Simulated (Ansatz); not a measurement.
# Mn3Si (Fm-3m) in Ansatz: further runs

Runs on Mn3Si. Level: LDA. Tasks: single point, equation of state.

All numbers are computed with Ansatz 0.2.0; they aren't measurements. Logs are shortened: lines on timing, memory, paths and dates and some standing lists are left out, and cuts for length are marked.

## Step 1: The crystal as given

Symmetry: Fm-3m, No. 225, cubic system. Conventional cell: a = 5.722 Å, b = 5.722 Å, c = 5.722 Å, α = 90.00°, β = 90.00°, γ = 90.00°. Around Mn (site symmetry -43m) lie 4 Mn at 2.48 Å and 4 Si at 2.48 Å. Mn (site symmetry m-3m) is surrounded by 8 Mn at 2.48 Å. Si (site symmetry m-3m) is surrounded by 8 Mn at 2.48 Å.

## Step 2: Single point, LDA, collinear spin, ferromagnetic start, 11.01 Å³/atom (volume scaled by 0.94)

Contents of input.yaml:

```yaml
crystal:
  lattice:
    - [0.0, 2.802595857, 2.802595857]
    - [2.802595857, 0.0, 2.802595857]
    - [2.802595857, 2.802595857, 0.0]
  atoms:
    - { symbol: Mn, position: [0.75, 0.75, 0.75], spin: 4.0 }
    - { symbol: Mn, position: [0.25, 0.25, 0.25], spin: 4.0 }
    - { symbol: Mn, position: [0.5, 0.5, 0.5], spin: 4.0 }
    - { symbol: Si, position: [0.0, 0.0, 0.0] }
kpoints:
  mp_grid: { grid: [8, 8, 8] }
scf:
  occupations: { method: fermi_dirac, width: 0.05 }
hamiltonian:
  xc: lda
  pseudopotentials: { kind: all_electron, lapw: { basis_error: 0.002 } }
magnetization:
  spin_polarized: true
output:
  forces: true
  stress: true
  eigenvalues: true
```

Potentials or basis: all-electron LAPW, scalar-relativistic.

Command:

```
$ ansatz run input.yaml --threads 4 --pin off --max-ram 12288MiB --backend cpu --events-out ev --progress --plain --runs-dir out
```

Log:

```text
Warning: RAYON_NUM_THREADS=4 ignored (pool sized by the plan → 4); use --threads N
LAPW: plane waves up to 8.812 Å⁻¹, error target 2.0e-3 eV per atom; small_component_spin mean_spin; Si in spheres of 1.214 Å, 12 of its electrons in bands, Dirac shells []; Mn in spheres of 1.214 Å, 15 of its electrons in bands, Dirac shells [] (how accurate: hamiltonian.pseudopotentials.lapw.basis_error, Limitations)
Engine: ansatz 0.2.0, x86_64-unknown-linux-gnu
Pseudopotentials: kind: all_electron
Pseudopotential: Mn, LAPW, valence charge 15, lapw/all_electron/scalar/gaussian/Mn, Koelling and Harmon's equation, gaussian nucleus
Pseudopotential: Si, LAPW, valence charge 12, lapw/all_electron/scalar/gaussian/Si, Koelling and Harmon's equation, gaussian nucleus
Functional definition: SPW92
  exchange = slater_x
  correlation = pw_c
Crystal: 4 atoms, lattice volume = 44.026 Å³
Basis set: ecut = 295.8605666514488 eV, 531 PW (Γ), exchange–correlation at level 2
Bands: 42, of which v1, the nominal top of the filled ones, is band 29 counted from 1 (28 counted from 0)
Symmetry: 48 space group operations
Space group: Fm-3m (ITA 225), of the structure as read, at distance tolerance 3.5e-5 Å
Magnetic group: BNS 225.116 (UNI 1618), of the structure as read, at distance tolerance 3.5e-5 Å
k-points: 29 of 512
Non-local potential: Mn, projectors of the file, none
Non-local potential: Si, projectors of the file, none
Initial density: superposition of atomic densities (chi_scale 0.1, normalization cell)
Starting moments: Σ|m| = 12 μB on 3 of 4 sites
Initial wavefunctions: plane waves of lowest kinetic energy (no species holds an atomic orbital)
Functional: x = slater, c = lda
iter 1 solved again at ethr=5.22e-4 eV; its pass at ethr=1.00e-1 eV (dr2=2.98e-1 eV) is discarded
SCF iter   1: F=—  HF=-102282.098911 eV  |F-HF|=—  |Δ(HF+E_count)|=         —  Δρ=1.32e-1 (↑1.31e-1 ↓1.32e-1)  dr2=2.97e-1  dr2_m=6.88e0  M=3.095 μB ∫|m|=3.194 μB  β_m=0.30  ethr=5.22e-4  ⟨swp⟩=2.4  Hψ=17045  notcnv=0
Mixer restart at iter 1: flushing history
[... 15 lines left out ...]
SCF iter  13: F=-102278.574112 eV  HF=-102278.574112 eV  |F-HF|=1.72e-8  |Δ(HF+E_count)|=   6.87e-9  Δρ=1.55e-6 (↑1.55e-6 ↓1.06e-6)  dr2=4.54e-9  dr2_m=5.81e-11  M=1.195 μB ∫|m|=3.079 μB  ethr=2.79e-11  ⟨swp⟩=2.0  Hψ=6510  notcnv=0
SCF 1 converged in 13 iterations: F = -102278.574112 eV  dr2 = 4.54e-9
WARN: the starting moments were not kept: 2 of 3 ended reversed and 1 kept their direction, counting a site from 0.1 μB. The largest reversed, site 1 (counted from 0, in the order of the report's site_moments_mub), started with +4.0 μB and closes at -4.6e-1 μB in its sphere. The net magnetisation is 1.1e0 μB in size, at most 0.1 of the 12 μB that the starting moments add up to as vectors. The SCF closed on another magnetic arrangement than the starting moments describe; that does not show which of the two is lower. To try another start: change the starting moments (crystal.atoms[].spin, magnetization.per_species, magnetization.initial_magnetization, or on a non-collinear deck that types none of these the spinor_matrix: blocks that start its atoms; where the total moment is fixed, keep their sum and leave initial_magnetization as it is; typed ones take the place of any that the run laid by itself, positive ones on a crystal's lanthanoids without a Hubbard term where scf.initial_density.shell_occupations: [] is typed); see also scf.mixing.spin_hold.
SCF converged after 13 iterations
Magnetization: 1.1948 μB (29.0974 up, 27.9026 down)
Absolute magnetization: 3.0793 μB (∫|ρ↑−ρ↓|)
Spin contamination: 0.7238 ħ² per cell (⟨S²⟩ above its minimum at these occupations)
Per-site moments (μB) at R_I (Å): [(-0.4562545134505669, 1.2135595862680615), (-0.4562545134505669, 1.2135595862680615), (2.0558052355324037, 1.2135595862680615), (0.026169555223604313, 1.2135595862680615)]
Free energy (F): -102278.574112 eV
Harris-Foulkes:  -102278.574112 eV  (|F-HF|=1.72e-8)
Internal energy: -102278.535195 eV  (E = F + TS)
E sigma→0 (E₀):  -102278.554654 eV
Entropy (-TS):   -0.038916 eV (-9.729 meV/atom)
Fermi energy:    18.907655 eV
--- Per-component energies (eV) ---
  E_band       = -1124.036875
  E_kinetic    = 103434.972779
  E_xc         = -4638.118871
  E_electrostatic = -201075.389103  (all electrons and nuclei)
  E_smearing   = -0.038916  (= −TS)
  E_closure    = 0.000000  (closes the sum)
  E_atoms      = -102239.590400  (free atoms, spherical and without spin; not in F)
  Σ components = -102278.574112   (vs F -102278.574112, Δ=0.00e0)
  Basis errors (estimates in eV, not in F): energy 4.2e-4 per atom: plane waves 3.4e-4 (1.8e-4 summed), levels above the bands 8.6e-107, relativity 5.3e-9, radial functions 7.4e-5, core shells 3.9e-8; eigenvalues (radial functions only) 3.1e-6; not estimated: angular momenta, meshes, grids; target (lapw.basis_error) 2.0e-3; muffin-tin radii Si 1.214 Å, Mn 1.214 Å
--- Forces (eV/Å), atoms counted from 1 ---
  atom   1  Mn    -0.00000000     0.00000000    -0.00000000
  atom   2  Mn     0.00000000    -0.00000000     0.00000000
  atom   3  Mn    -0.00000000    -0.00000000     0.00000000
  atom   4  Si    -0.00000000     0.00000000    -0.00000000
  max |Σ_I F_I| component: 1.85e-17 eV/Å
--- Stress (GPa, compression-positive) ---
      -13.558103      -0.000000      -0.000000
       -0.000000     -13.558103      -0.000000
       -0.000000      -0.000000     -13.558103
  P = ⅓ Tr σ = -13.5581 GPa (-135.581 kbar)
--- Band table (eV; the first three rows and the last of 58) ---
  k-point 0 ↑: bands = ["-113.9011", "-70.7514", "-70.7514", "-70.7514", "-60.6616", "-59.0453", "-59.0139", "-29.7993", "-29.7993", "-29.7993", "-28.2605", "-28.2605", "-28.2605", "-28.1324", "-28.1324", "-28.1324", "7.6300", "14.8502", "14.8502", "15.0130", "15.0130", "15.0130", "16.3307", "16.3307", "16.3307", "18.9891", "18.9891", "19.5417", "19.5417", "19.5417", "20.2093", "20.2093", "22.9476", "23.9425", "23.9425", "23.9425", "25.2749", "25.2749", "25.2749", "28.9291", "28.9291", "28.9291"]
  k-point 1 ↑: bands = ["-113.9011", "-70.7514", "-70.7514", "-70.7514", "-60.6610", "-59.0445", "-59.0153", "-29.8008", "-29.8008", "-29.7996", "-28.2551", "-28.2551", "-28.2514", "-28.1425", "-28.1363", "-28.1363", "7.8488", "14.6021", "14.6021", "14.7534", "15.4466", "15.4466", "16.2524", "16.3171", "16.3171", "18.9505", "18.9505", "19.2548", "19.3581", "19.3581", "20.1767", "20.1767", "22.8791", "23.7426", "23.8771", "23.8771", "25.1304", "25.3202", "25.3202", "28.5909", "28.5909", "29.5343"]
  k-point 2 ↑: bands = ["-113.9011", "-70.7514", "-70.7514", "-70.7514", "-60.6595", "-59.0421", "-59.0193", "-29.8045", "-29.8045", "-29.7999", "-28.2406", "-28.2406", "-28.2300", "-28.1668", "-28.1476", "-28.1476", "8.4680", "14.0228", "14.4667", "14.4667", "16.0000", "16.0000", "16.0499", "16.3776", "16.3776", "18.7604", "18.7604", "18.8601", "19.0575", "19.0575", "19.9945", "19.9945", "21.6270", "23.5568", "23.7777", "23.7777", "25.1296", "25.1296", "26.3681", "28.7868", "28.7868", "30.0680"]
  k-point 28 ↓: bands = ["-113.8898", "-70.7386", "-70.7386", "-70.7386", "-59.4925", "-59.4925", "-58.4817", "-28.7911", "-28.7258", "-28.6894", "-28.6894", "-28.5836", "-28.5836", "-27.6400", "-27.6400", "-27.6096", "10.4330", "13.6640", "13.6640", "14.9659", "15.8270", "16.7735", "16.7735", "17.1309", "17.5240", "17.5240", "18.1451", "18.4219", "19.8332", "19.8332", "19.9758", "20.0201", "20.2818", "20.2818", "20.7589", "26.0590", "27.0142", "27.5563", "27.5563", "31.5854", "32.3316", "32.3316"]
```

Wall time 19 s (4 threads of Intel Xeon Platinum 8375C at 2.90GHz (Ice Lake), shared host); peak memory 0.67 GiB.

What came out:

| Quantity | Value |
| --- | --- |
| Free energy | -102278.5741 eV |
| Pressure | -13.6 GPa |
| Band gap on the k mesh | none (metal or under the smearing width) |
| Net moment | 1.19 μB per cell |
| Absolute moment | 3.08 μB per cell |
| Site moments | Mn -0.46, +2.06; Si +0.03 μB |

Caveat: the starting moments weren't kept.

## Step 3: Single point, LDA, collinear spin, ferromagnetic start, 11.24 Å³/atom (volume scaled by 0.96)

input.yaml, as its differences from that of step 2:

```diff
@@ -2,5 +2,5 @@
   lattice:
-    - [0.0, 2.802595857, 2.802595857]
-    - [2.802595857, 0.0, 2.802595857]
-    - [2.802595857, 2.802595857, 0.0]
+    - [0.0, 2.8223330979, 2.8223330979]
+    - [2.8223330979, 0.0, 2.8223330979]
+    - [2.8223330979, 2.8223330979, 0.0]
   atoms:
```

Potentials or basis: all-electron LAPW, scalar-relativistic.

Command:

```
$ ansatz run input.yaml --threads 4 --pin off --max-ram 12288MiB --backend cpu --events-out ev --progress --plain --runs-dir out
```

Wall time 20 s (4 threads of Intel Xeon Platinum 8375C at 2.90GHz (Ice Lake), shared host); peak memory 0.67 GiB.

It converged, with:

```
Free energy            : -102278.4841 eV
Pressure               : -17.1 GPa
Band gap on the k mesh : none (metal or under the smearing width)
Net moment             : 1.11 μB per cell
Absolute moment        : 3.47 μB per cell
Site moments           : Mn -0.57, +2.20; Si +0.03 μB
```

Caveat: the starting moments weren't kept.

## Step 4: Single point, LDA, collinear spin, ferromagnetic start, 11.47 Å³/atom (volume scaled by 0.98)

input.yaml, as its differences from that of step 3:

```diff
@@ -2,5 +2,5 @@
   lattice:
-    - [0.0, 2.8223330979, 2.8223330979]
-    - [2.8223330979, 0.0, 2.8223330979]
-    - [2.8223330979, 2.8223330979, 0.0]
+    - [0.0, 2.8417980792, 2.8417980792]
+    - [2.8417980792, 0.0, 2.8417980792]
+    - [2.8417980792, 2.8417980792, 0.0]
   atoms:
```

Command:

```
$ ansatz run input.yaml --threads 4 --pin off --max-ram 12288MiB --backend cpu --events-out ev --progress --plain --runs-dir out
```

Run time: 21 s. Hardware: 4 threads of Intel Xeon Platinum 8375C at 2.90GHz (Ice Lake), shared host; peak memory 0.67 GiB.

The run converged. Its results:

```yaml
Free_energy: -102278.3742 eV
Pressure: -20.4 GPa
Band_gap_on_the_k_mesh: none (metal or under the smearing width)
Net_moment: 1.06 μB per cell
Absolute_moment: 3.78 μB per cell
Site_moments: Mn -0.66, +2.33; Si +0.03 μB
```

Caveat: the starting moments weren't kept.

## Step 5: Single point, LDA, collinear spin, ferromagnetic start, 11.71 Å³/atom

input.yaml, as its differences from that of step 4:

```diff
@@ -2,5 +2,5 @@
   lattice:
-    - [0.0, 2.8417980792, 2.8417980792]
-    - [2.8417980792, 0.0, 2.8417980792]
-    - [2.8417980792, 2.8417980792, 0.0]
+    - [0.0, 2.861, 2.861]
+    - [2.861, 0.0, 2.861]
+    - [2.861, 2.861, 0.0]
   atoms:
```

Command:

```
$ ansatz run input.yaml --threads 4 --pin off --max-ram 12288MiB --backend cpu --events-out ev --progress --plain --runs-dir out
```

Wall time 21 s (4 threads of Intel Xeon Platinum 8375C at 2.90GHz (Ice Lake), shared host); peak memory 0.66 GiB.

It converged, with:

```
Free energy            : -102278.2464 eV
Pressure               : -23.3 GPa
Band gap on the k mesh : none (metal or under the smearing width)
Net moment             : 1.04 μB per cell
Absolute moment        : 4.04 μB per cell
Site moments           : Mn -0.73, +2.44; Si +0.03 μB
```

Caveat: the starting moments weren't kept.

## Step 6: Single point, LDA, collinear spin, ferromagnetic start, 11.94 Å³/atom (volume scaled by 1.02)

input.yaml, as its differences from that of step 5:

```diff
@@ -2,5 +2,5 @@
   lattice:
-    - [0.0, 2.861, 2.861]
-    - [2.861, 0.0, 2.861]
-    - [2.861, 2.861, 0.0]
+    - [0.0, 2.8799475721, 2.8799475721]
+    - [2.8799475721, 0.0, 2.8799475721]
+    - [2.8799475721, 2.8799475721, 0.0]
   atoms:
```

Potentials or basis: all-electron LAPW, scalar-relativistic.

Command:

```
$ ansatz run input.yaml --threads 4 --pin off --max-ram 12288MiB --backend cpu --events-out ev --progress --plain --runs-dir out
```

Run time: 18 s. Hardware: 4 threads of Intel Xeon Platinum 8375C at 2.90GHz (Ice Lake), shared host; peak memory 0.6 GiB.

The run converged. Its results:

```
Free energy            : -102278.1027 eV
Pressure               : -25.9 GPa
Band gap on the k mesh : none (metal or under the smearing width)
Net moment             : 1.03 μB per cell
Absolute moment        : 4.27 μB per cell
Site moments           : Mn -0.79, +2.54; Si +0.04 μB
```

Caveat: the starting moments weren't kept.

## Step 7: Single point, LDA, collinear spin, ferromagnetic start, 12.18 Å³/atom (volume scaled by 1.04)

input.yaml, as its differences from that of step 6:

```diff
@@ -2,5 +2,5 @@
   lattice:
-    - [0.0, 2.8799475721, 2.8799475721]
-    - [2.8799475721, 0.0, 2.8799475721]
-    - [2.8799475721, 2.8799475721, 0.0]
+    - [0.0, 2.8986490543, 2.8986490543]
+    - [2.8986490543, 0.0, 2.8986490543]
+    - [2.8986490543, 2.8986490543, 0.0]
   atoms:
```

Command:

```
$ ansatz run input.yaml --threads 4 --pin off --max-ram 12288MiB --backend cpu --events-out ev --progress --plain --runs-dir out
```

It took 20 s on 4 threads of Intel Xeon Platinum 8375C at 2.90GHz (Ice Lake), shared host; peak memory 0.61 GiB.

The run converged. Its results:

```
Free energy            : -102277.9445 eV
Pressure               : -28.2 GPa
Band gap on the k mesh : none (metal or under the smearing width)
Net moment             : 1.02 μB per cell
Absolute moment        : 4.46 μB per cell
Site moments           : Mn -0.84, +2.63; Si +0.04 μB
```

Caveat: the starting moments weren't kept.

## Step 8: Single point, LDA, collinear spin, ferromagnetic start, 12.41 Å³/atom (volume scaled by 1.06)

input.yaml, as its differences from that of step 7:

```diff
@@ -2,5 +2,5 @@
   lattice:
-    - [0.0, 2.8986490543, 2.8986490543]
-    - [2.8986490543, 0.0, 2.8986490543]
-    - [2.8986490543, 2.8986490543, 0.0]
+    - [0.0, 2.9171122849, 2.9171122849]
+    - [2.9171122849, 0.0, 2.9171122849]
+    - [2.9171122849, 2.9171122849, 0.0]
   atoms:
```

Command:

```
$ ansatz run input.yaml --threads 4 --pin off --max-ram 12288MiB --backend cpu --events-out ev --progress --plain --runs-dir out
```

Wall time 19 s (4 threads of Intel Xeon Platinum 8375C at 2.90GHz (Ice Lake), shared host); peak memory 0.62 GiB.

The run converged. Its results:

- Free energy: -102277.7736 eV
- Pressure: -30.2 GPa
- Band gap on the k mesh: none (metal or under the smearing width)
- Net moment: 1.01 μB per cell
- Absolute moment: 4.64 μB per cell
- Site moments: Mn -0.89, +2.71; Si +0.04 μB

Caveat: the starting moments weren't kept.

## Step 9: Equation of state, LDA, collinear spin, ferromagnetic start

Potentials or basis: all-electron LAPW, scalar-relativistic.

No new run: the results of the series are fitted here.

What came out:

```yaml
Equilibrium_volume: "10.30 Å³/atom (rough: see the caveat)"
Bulk_modulus: 231 GPa (rough)
```

Energy against volume, from the lowest point:
```csv
volume (Å³/atom),energy (meV/atom)
11.007,0.00
11.241,22.50
11.475,49.98
11.709,81.93
11.943,117.85
12.177,157.40
12.412,200.13
```

Caveat: the minimum lies outside the volumes run; the starting moments weren't kept.
